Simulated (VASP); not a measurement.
Write the native input for VASP 6.6.1 that does the following.

```
Task                   : relaxation of cell and atoms
Functional             : PBE
Potentials or basis    : VASP PAW PBE potentials, release 54 (Bi_d, S)
Cutoff                 : 900 eV
k mesh                 : 8 × 8 × 8
Occupations            : fermi-dirac, width 0.05 eV
Spin                   : no spin polarisation
Further INCAR settings : ALGO = Normal; EDIFF = 1e-06; IBRION = 2; EDIFFG = -0.01; NSW = 40; ISIF = 3
```

The structure of BiS lies in POSCAR:

```
BiS
1.0
    2.1092708700      1.2177881000      3.5004874800
   -2.1092708700      1.2177881000      3.5004874800
    0.0000000000     -2.4355762100      3.5004874800
Bi S
1 1
Direct
    0.0000000000      0.0000000000      0.0000000000
    0.5000000000      0.5000000000      0.5000000000
```

The cell was built by a generator and needn't be a form met in nature.

The input as run:

INCAR

```
PREC     = Accurate       # precision mode
ENCUT    = 900            # plane-wave cutoff, eV
EDIFF    = 1E-6           # SCF threshold, eV
ISMEAR   = -1             # smearing method
SIGMA    = 0.05           # smearing width, eV
LREAL    = False          # projectors in reciprocal space
LASPH    = True           # aspherical terms in the spheres
NELM     = 60             # most SCF steps
ALGO     = Normal         # electronic algorithm
ISIF     = 3              # what is computed and relaxed
LWAVE    = False          # write WAVECAR
LCHARG   = False          # write CHGCAR
GGA      = PE             # functional
IBRION   = 2              # ionic algorithm
NSW      = 40             # ionic steps
EDIFFG   = -0.01          # ionic threshold
```

KPOINTS

```
regular mesh
0
Gamma
  8 8 8
```

Potentials or basis: VASP PAW PBE potentials, release 54 (Bi_d, S).

Launch:

```sh
$ cat potpaw_PBE.54/Bi_d/POTCAR potpaw_PBE.54/S/POTCAR > POTCAR
$ mpirun -np 1 vasp_std > vasp.out
```

Results of the run:

The relaxed volume is 25.24 Å³/atom. The relaxed cell is a = 4.547 Å, b = 4.547 Å, c = 4.547 Å, α = 49.83°, β = 49.83°, γ = 49.83°. The space group after relaxing (to 0.05 Å) is R-3m (No. 166) and the energy gained by relaxing is 57.2 meV/atom. The ionic steps are 16. The pressure after relaxing is 0.0 GPa and the band gap on the k mesh is none (metal or under the smearing width).

Caveat: spin-orbit coupling is left out, which moves the levels of the heavy elements.

It took 8.1 min on 1 thread of Intel(R) Xeon(R) 6975P-C (Granite Rapids), with other jobs on the host, peak memory 0.36 GiB.
